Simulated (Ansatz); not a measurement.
# WS2 (R3m) in Ansatz: a series of runs

One crystal, WS2, is run at these levels: PBEsol; tasks: dielectric tensor, phonons, elastic constants.

Program: Ansatz 0.2.0. These are calculated values, not measurements. Logs are shortened: lines on timing, memory, paths and dates and some standing lists are left out, and cuts for length are marked.

### Step 1. The crystal as given

Symmetry: R3m, No. 160, trigonal system. The conventional cell has a = 3.158 Å, b = 3.158 Å, c = 18.490 Å, α = 90.00°, β = 90.00°, γ = 120.00°. W (site symmetry 3m) is surrounded by 6 S at 2.39 to 2.42 Å. S (site symmetry 3m) has 3 W at 2.42 Å as nearest neighbours. S (site symmetry 3m) has 3 W at 2.39 Å as nearest neighbours.

Measurements of this composition are mostly on another form, of space group No. 194.

### Step 2. Dielectric tensor, PBEsol

Contents of input.yaml:

```yaml
crystal:
  lattice:
    - [1.579, 0.9116360751, 6.1633333333]
    - [-1.579, 0.9116360751, 6.1633333333]
    - [0.0, -1.8232721501, 6.1633333333]
  atoms:
    - { symbol: W, position: [0.0, 0.0, 0.0] }
    - { symbol: S, position: [0.581, 0.581, 0.581] }
    - { symbol: S, position: [0.7503, 0.7503, 0.7503] }
kpoints:
  mp_grid: { grid: [10, 10, 10] }
scf:
  occupations: { method: fixed }
hamiltonian:
  xc: pbesol
  pseudopotentials: { kind: all_electron, datasets: crystal }
output: {}
dielectric: {}
```

Potentials or basis: all-electron PAW datasets made for the crystal.

Run with:

```bash
$ ansatz run input.yaml --threads 2 --pin off --max-ram 8192MiB --backend cpu --events-out ev --progress --plain --runs-dir out
```

The log of the run:

```text
Warning: RAYON_NUM_THREADS=2 ignored (pool sized by the plan → 2); use --threads N
hamiltonian.pseudopotentials.datasets: crystal makes datasets for this crystal and solves the spheres of its atoms anew in each pass: cutoff 340.0 eV, the density's 1360.0 eV; for an error of 0.50 meV an atom under PBE, 1.5 meV for the cell; an energy difference from a run of another recipe may be off by several times the error for the cell, under r2SCAN by more, where some 0.1 meV an atom stays at smaller errors; in a run that uses the all-electron wave functions in the spheres, carries its plane waves along with the cell (elastic.basis: deformed) or is on a recipe of such a run or, without exact exchange, of a hybrid, they include no finite-basis correction of the energy (for plane waves above the cutoff): energies differ from those of runs with it by up to 1.1 meV an atom at a dataset_error of 0.2 meV (4 under r2SCAN), and by more at a larger error or with an open f shell (one dataset_recipe, of a run without it, keeps both alike, but for a hybrid, which always has it); S in spheres of 1.085 Å, 6 of its electrons in bands; W in spheres of 1.302 Å, 14 of its electrons in bands, 14 on its site; only band paths and densities of states list, in semicore columns, the levels of the semicore shells that are solved separately: 4f of W
Engine: ansatz 0.2.0, aarch64-unknown-linux-gnu
Pseudopotentials: kind: all_electron
Pseudopotential: W, paw, valence charge 28, recommended cutoff 340 eV (normal), crystal/all_electron/pbesol/scalar/gaussian/W, Koelling and Harmon's equation, gaussian nucleus
Pseudopotential: S, paw, valence charge 6, recommended cutoff 340 eV (normal), crystal/all_electron/pbesol/scalar/gaussian/S, Koelling and Harmon's equation, gaussian nucleus
Functional definition: PBEsol
  exchange = pbesol_x
  correlation = pbesol_c
davidson cushion auto → on  (no smearing: the cushion is to keep the highest requested band from converging to the state above it; pin scf.eigensolver.cushion to override)
Crystal: 3 atoms, lattice volume = 53.232 Å³
Basis set: ecut = 340 eV, 757 PW (Γ), exchange–correlation on 80×80×80 points (8 copies of the dense FFT grid, shifted against one another)
Bands: 17, of which v1, the nominal top of the filled ones, is band 13 counted from 1 (12 counted from 0)
Symmetry: 6 space group operations
k-points: 282 of 1000 (irreducible under 2 space group operations, time reversal used)
Non-local potential: W, projectors of the file, l = 0: 2, l = 1: 2, l = 2: 2
Non-local potential: S, projectors of the file, l = 0: 1, l = 1: 1, l = 2: 2
PAW form: soft (Blöchl's): semilocal exchange-correlation on the pseudo side does not see the compensation charge
PAW one-centre angular grid: W, 590 points (default); XC on its mesh's 1803 points in the sphere
PAW one-centre angular grid: S, 110 points (default); XC on its mesh's 1909 points in the sphere
Initial density: superposition of atomic densities (neutral atoms: chi_scale 0, normalization atom)
Initial wavefunctions: pseudopotential atomic-orbital guess
Functional: x = pbesol(κ = 0.804, μ = 0.12345679012345678), c = pbesol(β = 0.046)
iter 1 solved again at ethr=2.03e-2 eV; its pass at ethr=1.00e-1 eV (dr2=5.29e0 eV) is discarded
SCF iter   1: F=—  HF=-460769.004023 eV  |F-HF|=—  |Δ(HF+E_count)|=         —  Δρ=8.14e-2  dr2=5.33e0  ethr=2.03e-2  ⟨swp⟩=2.0  Hψ=26992  notcnv=0
preconditioner: auto → none  [insulator: Δε(μ)=0.946 eV  Ē_g=9.607 eV  n_scr=16 (ndim 8)  ℏωp=21.6 eV  f_vac=0.001  ε∞_Penn≈6.1]
SCF iter   2: F=—  HF=-460769.076146 eV  |F-HF|=—  |Δ(HF+E_count)|=   7.21e-2  Δρ=7.37e-2  dr2=8.87e0  ethr=2.03e-2  ⟨swp⟩=3.0  Hψ=13763  notcnv=0
SCF iter   3: F=—  HF=-460767.950202 eV  |F-HF|=—  |Δ(HF+E_count)|=    1.13e0  Δρ=3.22e-2  dr2=1.33e0  ethr=2.03e-2  ⟨swp⟩=3.0  Hψ=12554  notcnv=0
iter 4 solved again at ethr=2.04e-4 eV; its pass at ethr=5.11e-3 eV (dr2=5.30e-2 eV) is discarded
SCF iter   4: F=—  HF=-460767.740446 eV  |F-HF|=—  |Δ(HF+E_count)|=   2.10e-1  Δρ=9.70e-3  dr2=5.03e-2  ethr=2.04e-4  ⟨swp⟩=3.0  Hψ=24398  notcnv=0
SCF iter   5: F=—  HF=-460767.733208 eV  |F-HF|=—  |Δ(HF+E_count)|=   7.24e-3  Δρ=2.08e-3  dr2=4.66e-3  ethr=1.94e-4  ⟨swp⟩=3.0  Hψ=12173  notcnv=0
SCF iter   6: F=—  HF=-460767.732644 eV  |F-HF|=—  |Δ(HF+E_count)|=   5.64e-4  Δρ=1.14e-3  dr2=1.14e-3  ethr=1.79e-5  ⟨swp⟩=3.0  Hψ=11923  notcnv=0
SCF iter   7: F=—  HF=-460767.732501 eV  |F-HF|=—  |Δ(HF+E_count)|=   1.42e-4  Δρ=5.49e-4  dr2=3.35e-4  ethr=4.38e-6  ⟨swp⟩=3.0  Hψ=12387  notcnv=0
SCF iter   8: F=—  HF=-460767.732451 eV  |F-HF|=—  |Δ(HF+E_count)|=   5.08e-5  Δρ=1.36e-4  dr2=1.97e-5  ethr=1.29e-6  ⟨swp⟩=2.0  Hψ=12558  notcnv=0
SCF iter   9: F=—  HF=-460767.732448 eV  |F-HF|=—  |Δ(HF+E_count)|=   2.39e-6  Δρ=1.69e-5  dr2=1.52e-7  ethr=7.59e-8  ⟨swp⟩=3.0  Hψ=12203  notcnv=0
SCF iter  10: F=—  HF=-460767.732448 eV  |F-HF|=—  |Δ(HF+E_count)|=   1.55e-8  Δρ=1.05e-5  dr2=1.11e-7  ethr=5.86e-10  ⟨swp⟩=3.6  Hψ=17081  notcnv=0
SCF iter  11: F=—  HF=-460767.732448 eV  |F-HF|=—  |Δ(HF+E_count)|=   2.10e-8  Δρ=1.72e-6  dr2=2.31e-9  ethr=4.26e-10  ⟨swp⟩=3.0  Hψ=11921  notcnv=0
SCF iter  12: F=—  HF=-460767.732448 eV  |F-HF|=—  |Δ(HF+E_count)|=  6.40e-10  Δρ=4.03e-7  dr2=1.70e-10  ethr=8.88e-12  ⟨swp⟩=3.0  Hψ=13717  notcnv=0
SCF iter  13: F=—  HF=-460767.732448 eV  |F-HF|=—  |Δ(HF+E_count)|=  6.40e-10  Δρ=2.90e-7  dr2=2.05e-10  ethr=1.00e-12  ⟨swp⟩=3.0  Hψ=13296  notcnv=0
SCF iter  14: F=—  HF=-460767.732448 eV  |F-HF|=—  |Δ(HF+E_count)|=  5.82e-11  Δρ=1.30e-7  dr2=1.58e-11  ethr=1.00e-12  ⟨swp⟩=2.1  Hψ=10737  notcnv=0
SCF iter  15: F=—  HF=-460767.732448 eV  |F-HF|=—  |Δ(HF+E_count)|=  3.49e-10  Δρ=4.52e-8  dr2=2.63e-12  ethr=1.00e-12  ⟨swp⟩=2.0  Hψ=10716  notcnv=0
[... 18 lines left out ...]
SCF iter   8: F=—  HF=-460767.731751 eV  |F-HF|=—  |Δ(HF+E_count)|=   3.48e-5  Δρ=1.83e-4  dr2=2.86e-5  ethr=9.19e-8  ⟨swp⟩=4.0  Hψ=22857  notcnv=0
SCF iter   9: F=—  HF=-460767.731745 eV  |F-HF|=—  |Δ(HF+E_count)|=   5.89e-6  Δρ=2.49e-5  dr2=4.69e-7  ethr=7.14e-8  ⟨swp⟩=3.0  Hψ=16826  notcnv=0
SCF iter  10: F=—  HF=-460767.731745 eV  |F-HF|=—  |Δ(HF+E_count)|=   1.55e-7  Δρ=8.22e-6  dr2=4.42e-8  ethr=1.17e-9  ⟨swp⟩=3.0  Hψ=19988  notcnv=0
SCF iter  11: F=—  HF=-460767.731744 eV  |F-HF|=—  |Δ(HF+E_count)|=   3.36e-8  Δρ=4.11e-6  dr2=1.36e-8  ethr=1.11e-10  ⟨swp⟩=3.0  Hψ=20696  notcnv=0
SCF iter  12: F=—  HF=-460767.731744 eV  |F-HF|=—  |Δ(HF+E_count)|=   3.96e-9  Δρ=6.81e-7  dr2=1.71e-10  ethr=3.39e-11  ⟨swp⟩=3.0  Hψ=16475  notcnv=0
SCF iter  13: F=—  HF=-460767.731744 eV  |F-HF|=—  |Δ(HF+E_count)|=  1.75e-10  Δρ=2.20e-7  dr2=4.07e-11  ethr=1.00e-12  ⟨swp⟩=3.0  Hψ=18122  notcnv=0
SCF iter  14: F=-460767.731744 eV  HF=-460767.731744 eV  |F-HF|=1.16e-10  |Δ(HF+E_count)|=  2.33e-10  Δρ=1.13e-7  dr2=1.61e-11  ethr=1.00e-12  ⟨swp⟩=2.0  Hψ=14946  notcnv=0
SCF 1 converged in 14 iterations: F = -460767.731744 eV  dr2 = 1.61e-11
the response reads at least the filled bands of the reference SCF and the lowest empty band at each k-point, and that SCF's band table does not vouch for those bands. The notice of the band table in this run's record says why
NSCF: frozen V_eff on 5 k-points
DFPT response loops at Γ: preconditioner auto → Resta (q_TF=auto, 2.601 Å⁻¹)  ε∞=7.7 (no band partly filled); β = 1.00, the filter's whole step (`scf.mixing.beta` (0.50) is not read by the response loops at its default; to damp them type it under 1.00, their step now; it binds the ground state too); Broyden in place of MSR1
WARN: field response: ε∞, Z* and everything formed from them stand on the 10×10×10 k-mesh, whose period is 14.85 times the interband length at k = (0.2000, -0.5000, -0.2000), direct gap 2.243 eV, 14 or more, which is no proof that they serve; points inside a basis were not begun: none includes the bands' part inside the spheres of datasets made for the crystal
SCF converged after 14 iterations
Free energy (F): -460767.731744 eV
Harris-Foulkes:  -460767.731744 eV  (|F-HF|=1.16e-10)
Internal energy: -460767.731744 eV  (E = F + TS)
E sigma→0 (E₀):  -460767.731744 eV
Past the cutoff: waves up to 1.5 times it would add -0.000148 eV an atom, which no energy here includes
By the cutoff:   a pressure is off by up to 0.012 GPa (6 times that energy over an atom's volume, and 0.004 GPa: a bound that held against runs at twice the plane waves)
Past the cutoffs: a stress includes 0.0011 GPa for waves and charges beyond them
In the spheres:  the bands' charges fall short by 4.3e-6 e at most (sound up to 1e-3)
Fermi energy:    14.241844 eV
--- Per-component energies (eV) ---
  E_band       = -325.523643
  E_kinetic    = 503.065294
  E_local      = -8478.350465  (includes V_loc(G=0)·N_el)
  E_nonlocal   = -3300.897305
  E_hartree    = 4181.032230
  E_xc         = -233.195983
  E_vxc        = -301.197926  (∫ρ·V_xc dr)
  E_paw        = -470105.296181  (= ΣΔE_a)
  E_vpaw       = -18198.436626  (= ΣTr[D̂ρ^β])
  E_ewald      = -4422.317854
  E_smearing   = -0.000000  (= −TS)
  E_closure    = 21088.228520  (closes the sum)
  Σ components = -460767.731744   (vs F -460767.731744, Δ=0.00e0)
  The terms above E_closure are by the made datasets' own strengths, without shells solved beside the bands.
--- Band table (eV; the first three rows and the last of 282) ---
  k-point 0: bands = ["-60.2930", "-24.6073", "-24.4209", "-24.4209", "-14.5728", "-14.5728", "-14.5655", "-14.5516", "-14.5516", "-14.5490", "-14.5460", "-1.4261", "0.5899", "6.5409", "10.6890", "10.6890", "11.9481", "11.9481", "12.6782", "13.0074", "16.4200", "16.4200", "16.7834", "16.7834"]
  k-point 1: bands = ["-60.2912", "-24.6008", "-24.4568", "-24.4292", "-14.5729", "-14.5723", "-14.5644", "-14.5523", "-14.5518", "-14.5486", "-14.5472", "-1.2534", "0.6394", "6.7521", "10.2643", "10.8561", "11.3380", "11.6864", "12.7786", "13.1053", "16.1920", "16.4607", "16.5588", "16.8039"]
  k-point 2: bands = ["-60.2865", "-24.5837", "-24.5497", "-24.4509", "-14.5733", "-14.5709", "-14.5616", "-14.5540", "-14.5530", "-14.5498", "-14.5472", "-0.7711", "0.7776", "7.2912", "9.3731", "10.3595", "11.0844", "11.3488", "12.5541", "12.8764", "15.5967", "16.3381", "16.7786", "17.3589"]
  k-point 281: bands = ["-60.2930", "-24.6073", "-24.4209", "-24.4209", "-14.5728", "-14.5728", "-14.5655", "-14.5516", "-14.5516", "-14.5490", "-14.5460", "-1.1994", "0.1525", "7.5917", "10.3618", "10.6734", "10.6734", "11.9806", "11.9806", "14.2418", "16.5358", "16.5358", "16.6219", "16.6219"]
--- Dielectric response (ions clamped): 2 representative field directions + reference, on 282 of 1000 k-points (Σ response iterations 23) ---
  k mesh reduced under 2 symmetry operations, with k and −k counted as one. Each operation leaves every solved perturbation unchanged. A smaller set is not considered because the run solves the response to a homogeneous field
  ε∞ (high-frequency dielectric tensor):
       13.951541     0.000000     0.000000
        0.000000    13.951541    -0.000000
        0.000000    -0.000000     6.313356
  Born effective charges Z* (e; rows j = field, columns β = displacement):
    site 0:
        -0.61783    0.00000    0.00000
         0.00000   -0.61783    0.00000
         0.00000    0.00000   -0.53044
    site 1:
         0.30984    0.00000    0.00000
         0.00000    0.30984   -0.00000
         0.00000   -0.00000    0.21469
    site 2:
         0.30800    0.00000    0.00000
         0.00000    0.30800    0.00000
         0.00000    0.00000    0.31575
  Z* charge neutrality: 1.191e-4 e pre-enforcement
  k-mesh period / interband length: 31.6 Å / 2.13 Å = 14.85 at k = (0.2000, -0.5000, -0.2000), direct gap 2.243 eV — 14 or more, which is no proof of convergence
```

It took 10 min on 2 threads of Arm Neoverse V2, shared host; peak memory 3.7 GiB.

Results:

| Quantity | Value |
| --- | --- |
| Free energy | -460767.7317 eV |
| Band gap on the k mesh | 1.02 eV, indirect (least direct gap 2.23 eV) |
| Electronic dielectric tensor (diagonal) | 13.95, 13.95, 6.31 |
| Born charges (mean of the diagonal) | W -0.59; S +0.28, +0.31 e |

Electronic dielectric tensor:
```
13.95  0.00  0.00
 0.00 13.95  0.00
 0.00  0.00  6.31
```

Born effective charge tensors (e):
atom 1, W
```
-0.62  0.00  0.00
 0.00 -0.62  0.00
 0.00  0.00 -0.53
```
atom 2, S
```
0.31 0.00 0.00
0.00 0.31 0.00
0.00 0.00 0.21
```
atom 3, S
```
0.31 0.00 0.00
0.00 0.31 0.00
0.00 0.00 0.32
```

Caveat: spin-orbit coupling is left out, which moves the levels of the heavy elements. A k mesh can miss the band edges.

### Step 3. Phonons, PBEsol

input.yaml, as its differences from that of step 2:

```diff
@@ -12,7 +12,9 @@
 scf:
-  occupations: { method: fixed }
+  occupations: { method: fermi_dirac, width: 0.05 }
 hamiltonian:
   xc: pbesol
-  pseudopotentials: { kind: all_electron, datasets: crystal }
+  pseudopotentials: { kind: all_electron, lapw: { basis_error: 0.002 } }
 output: {}
-dielectric: {}
+phonons:
+  method: fd
+  supercell: [1, 1, 1]
```

Potentials or basis: all-electron LAPW, scalar-relativistic.

Run with:

```bash
$ ansatz run input.yaml --threads 2 --pin off --max-ram 8192MiB --backend cpu --events-out ev --progress --plain --runs-dir out
```

The log of the run:

```text
Warning: RAYON_NUM_THREADS=2 ignored (pool sized by the plan → 2); use --threads N
LAPW: plane waves up to 8.688 Å⁻¹, error target 2.0e-3 eV per atom; small_component_spin mean_spin; S in spheres of 0.992 Å, 14 of its electrons in bands, Dirac shells []; W in spheres of 1.327 Å, 44 of its electrons in bands, Dirac shells [] (how accurate: hamiltonian.pseudopotentials.lapw.basis_error, Limitations)
Engine: ansatz 0.2.0, aarch64-unknown-linux-gnu
Pseudopotentials: kind: all_electron
Pseudopotential: W, LAPW, valence charge 44, lapw/all_electron/scalar/gaussian/W, Koelling and Harmon's equation, gaussian nucleus
Pseudopotential: S, LAPW, valence charge 14, lapw/all_electron/scalar/gaussian/S, Koelling and Harmon's equation, gaussian nucleus
Functional definition: PBEsol
  exchange = pbesol_x
[... 128 lines left out ...]
  k-point 115: bands = ["-403.9124", "-403.9098", "-403.9098", "-219.2055", "-219.2055", "-219.1949", "-219.1949", "-219.1856", "-191.4376", "-191.4316", "-136.5069", "-136.5069", "-136.5013", "-136.5013", "-136.4684", "-136.4567", "-60.2931", "-24.6075", "-24.4210", "-24.4210", "-14.5727", "-14.5727", "-14.5649", "-14.5514", "-14.5514", "-14.5487", "-14.5453", "-1.1995", "0.1525", "7.5916", "10.3618", "10.6734", "10.6734", "11.9807", "11.9807", "14.2419", "16.5359", "16.5359", "16.6220", "16.6220", "19.0822", "22.3847", "23.8719", "23.8719"]
--- Phonons: 6 displaced members + reference (amplitude 0.01 Å, Σ member SCF iterations 48) ---
  symmetry images taken by strict's conditions (phonons.symmetry_images: auto; settled by no image being taken that strict refuses)
  ASR residual: 8.163e-4 → 0.000e0 eV/Å²; symmetrization residual: 7.967e-4 eV/Å²
  largest component of a force at the reference: 6.0e-1 eV/Å
  ASR residual per site (eV/Å²): 8.16e-4 5.34e-4 3.21e-4
  Γ frequencies (cm⁻¹): 0.00 0.00 0.00 294.23 294.23 352.29 352.29 411.75 434.85
  density of states and harmonic sums: on the 23×23×23 q-mesh, interpolated from the force constants of a 1×1×1 supercell (no non-analytic term)
  largest difference from the sums on the solved wave vectors: F 4.45e-1 eV, S 7.03e-4 and C_V 2.58e-4 eV/K
  zero-point energy: 0.153642 eV/cell   skipped modes (ω ≤ 0): 36, of them read as no rigid motion or as one in doubt: 33 (5.425e-3 modes/cell left out, lowest 0.00 cm⁻¹)   left out of the sums: 6.30e-4 of the cell's modes: C_V's classical limit lies that fraction below 3 k_B per atom; for a crystal, a wire or a layer, F and S can be off by more, and a phonons.interpolated_qmesh denser along its periods is the remedy for the sampling
```

phdos.tsv:

```text
# omega_inv_cm	omega_thz	g_bin_mean(omega)[modes/inv_cm]
# format = ansatz-phdos/2
# interpolated_qmesh = 23 23 23
# force_constants_supercell = 1 1 1
# lo_to_splitting: not included (the non-analytic LO-TO correction is not applied to the interpolated dynamical matrix; polar crystals: no LO-TO splitting at GAMMA, and LO and other optical branches, acoustic branches and sound speeds, and with them the density of states and the thermodynamics, can be off between the wave vectors that the force constants were sampled on, most near GAMMA; a larger extent of the force constants narrows that region and is not shown to mend the acoustic slopes)
# g_bin_mean(omega): the modes in a bin one row spacing wide, centred on omega, divided by that spacing. A flat band (one whose frequency is the same at every q-point) is counted whole in the row whose bin holds it (on the edge of two bins, in the lower row). The modes of the run's own cell are the sum of g_bin_mean times the row spacing in inv_cm (a plain sum, not the trapezoid rule); for a one-atom cell on a GAMMA-only q-mesh every row is zero, so that sum is 0, not 3
0.000000	0.000000	8.389788e-6
0.869706	0.026073	6.711830e-5
1.739413	0.052146	1.342366e-4
2.609119	0.078219	2.013549e-4
3.478826	0.104293	2.684732e-4
4.348532	0.130366	3.355915e-4
[... 493 lines left out ...]
433.983502	13.010498	1.221554e-2
434.853208	13.036571	3.744220e-3
```

Run time: 13 min. Hardware: 2 threads of Arm Neoverse V2, shared host; peak memory 1.2 GiB.

What came out:

```
Free energy                                             : -460767.7306 eV
Largest force                                           : 0.599 eV/Å
Band gap on the k mesh                                  : 1.02 eV, indirect (least direct gap 2.23 eV)
Highest phonon frequency at Γ, LO-TO splitting left out : 435 cm⁻¹
```

Forces in eV/Å, atoms in the order of the input:
```
W    0.000  0.000 -0.599
S    0.000  0.000  0.368
S    0.000  0.000  0.232
```

Phonon frequencies in cm⁻¹ (negative: imaginary):
```tsv
q point	frequencies
(0.000, 0.000, 0.000)	0 0 0 294 294 352 352 412 435
```

Caveat: spin-orbit coupling is left out, which moves the levels of the heavy elements.

### Step 4. Elastic constants, PBEsol

input.yaml, as its differences from that of step 3:

```diff
@@ -10,3 +10,3 @@
 kpoints:
-  mp_grid: { grid: [10, 10, 10] }
+  mp_grid: { grid: [8, 8, 8] }
 scf:
@@ -16,5 +16,7 @@
   pseudopotentials: { kind: all_electron, lapw: { basis_error: 0.002 } }
-output: {}
-phonons:
-  method: fd
-  supercell: [1, 1, 1]
+output:
+  forces: true
+  stress: true
+elastic:
+  mode: clamped_ion
+  stencil: two_point
```

Run with:

```bash
$ ansatz run input.yaml --threads 2 --pin off --max-ram 8192MiB --backend cpu --events-out ev --progress --plain --runs-dir out
```

Run time: 7.2 min. Hardware: 2 threads of Arm Neoverse V2, shared host; peak memory 0.84 GiB.

The run converged. Its results:

* Free energy: -460767.7304 eV
* Pressure: -0.6 GPa
* Largest force: 0.599 eV/Å
* Band gap on the k mesh: 1.13 eV, indirect (least direct gap 2.29 eV)
* Voigt bulk modulus: 167 GPa

Forces in eV/Å, atoms in the order of the input:
```
W    0.000  0.000 -0.599
S    0.000  0.000  0.367
S    0.000  0.000  0.233
```

Stress tensor (GPa, compression positive):
```
-0.91  0.00  0.00
 0.00 -0.91  0.00
 0.00  0.00  0.10
```

Levels at points of the mesh, in eV from the valence-band top:
```csv
k point,band 34,band 35,band 36,band 37,band 38,band 39
"(0.00, 0.00, 0.00)",-2.29,-1.56,-1.23,2.18,2.18,2.54
"(0.00, 0.00, -0.50)",-2.57,-1.81,-1.74,2.29,2.58,3.57
"(0.00, -0.50, -0.50)",-3.18,-2.01,-1.56,2.24,2.69,3.17
"(-0.50, -0.50, -0.50)",-2.26,-2.26,0.00,2.29,2.29,2.38
```

Elastic tensor in Voigt notation (GPa, ions clamped, in the Cartesian axes of the cell as first typed):
```
290  83 111   6   0   0
 83 290 111  -6   0   0
112 112 308   0   0   0
  6  -6   0 155   0   0
  0   0   0   0 155   6
  0   0   0   0   6 103
```

Caveat: spin-orbit coupling is left out, which moves the levels of the heavy elements.

### Step 5. Overview

```tsv
task	potentials or basis	k mesh	cutoff (eV)	smearing	basis error allowed	gap on the mesh (eV)	largest force (eV/Å)
dielectric tensor	all-electron PAW datasets made for the crystal	10 × 10 × 10	340	fixed	-	1.02	-
phonons	all-electron LAPW, scalar-relativistic	10 × 10 × 10	288	fermi-dirac 0.05 eV	0.002 eV/atom	1.02	0.60
elastic constants	all-electron LAPW, scalar-relativistic	8 × 8 × 8	288	fermi-dirac 0.05 eV	0.002 eV/atom	1.13	0.60
```

Alike in all rows: level PBEsol; no spin polarisation; cell as given.

Caveats: spin-orbit coupling is left out, which moves the levels of the heavy elements.

Compare energies only between runs with the same functional and basis.
